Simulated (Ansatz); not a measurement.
# ZnSe: H interstitial

The calculation used Ansatz 0.2.0, DFT PBE, scalar-relativistic, plane waves, PAW. (420 eV cutoff, 2×2×2 k-mesh, shifted by half a step, Gaussian smearing of 0.01 eV, collinear spin in charge 0 alone)

Host crystal, relaxed:

```xyz
2
Lattice="0.0000 2.8659 2.8659 2.8659 0.0000 2.8659 2.8659 2.8659 0.0000" Properties=species:S:1:pos:R:3 pbc="T T T"
Zn    0.0000    0.0000    0.0000
Se    4.2988    4.2988    4.2988
```

Supercell of 32 atoms, rows in host cell vectors: -3 1 1; 1 1 -3; 1 -3 1. Atoms relax at the host's cell from a start displaced at random by 0.06 Å near the defect, so other minima may exist. The cell is small, so energies carry finite-size errors of tenths of an eV. The host's Kohn–Sham gap is 1.15 eV. Atoms are taken from and returned to the elements' standard states. Charged cells are corrected for image charges with the computed static dielectric tensor (mean 10.8) and aligned with the host's potential at far atoms (alignment terms reach 0.06 eV). No band-filling term is added, and the Fermi level counts from the host's valence band top.

Defect: H interstitial set at (0.500, 0.500, 0.500) of the host cell. In charges +1, -1 some atom moved by up to 2.4 Å, so the relaxed defect can differ in kind from the start. Before relaxation its nearest neighbours are 4 Se at 2.48 Å, 6 Zn at 2.87 Å.

```json
{"charge": "+1", "E_f at the valence band top (eV)": "0.43", "over the neutral state (eV)": "-1.97", "moment (μB)": "0.00", "largest move (Å)": "2.35", "atoms near the site": "1 Se at 1.49 Å, 1 Zn at 2.09 Å"}
{"charge": "0", "E_f at the valence band top (eV)": "2.41", "over the neutral state (eV)": "0.00", "moment (μB)": "1.00", "largest move (Å)": "0.04", "atoms near the site": "1 Se at 2.47 Å, 1 Se at 2.49 Å, 1 Se at 2.52 Å, 1 Se at 2.53 Å, 1 Zn at 2.82 Å, 2 Zn at 2.86 Å, 1 Zn at 2.87 Å, 1 Zn at 2.88 Å, 1 Zn at 2.91 Å"}
{"charge": "-1", "E_f at the valence band top (eV)": "2.84", "over the neutral state (eV)": "0.44", "moment (μB)": "0.00", "largest move (Å)": "2.40", "atoms near the site": "1 Zn at 1.75 Å, 1 Zn at 1.76 Å"}
```

Among the charges computed the stable one is +1 at the valence band top and stays so across the gap. Other sites of the defect weren't tried.